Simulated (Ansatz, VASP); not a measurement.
# SiSe3: VASP beside Ansatz

```xyz
4
Lattice="4.3133 0.0000 0.0000 0.0000 4.3133 0.0000 0.0000 0.0000 4.3133" Properties=species:S:1:pos:R:3 pbc="T T T"
Si    0.0000    0.0000    0.0000
Se    0.0000    2.1567    2.1567
Se    2.1567    0.0000    2.1567
Se    2.1567    2.1567    0.0000
```

Alike in both runs: functional PBE; k mesh 10 × 10 × 10; occupations gaussian, width 0.1 eV; no spin polarisation.

Ansatz relaxed the structure, and its values are those at the end. VASP's run is a single point on that final structure, the one shown.

|  | VASP | Ansatz |
| --- | --- | --- |
| version | VASP 6.6.1 | Ansatz 0.2.0 |
| potentials or method | VASP PAW PBE potentials, release 64 (Si, Se) | scalar-relativistic, plane waves, PAW |
| plane-wave cutoff (eV) | 520 | 420 |
| valence electrons in the cell | 22 | 52 |

```csv
,VASP,Ansatz,Ansatz less VASP
gap on the k mesh at the Fermi level (eV),none,none,-
pressure (GPa),0.0,0.0,-0.01
```

A gap of «none» marks a metal or a gap that the smearing closes. The two sets of potentials don't hold the same shells in valence.
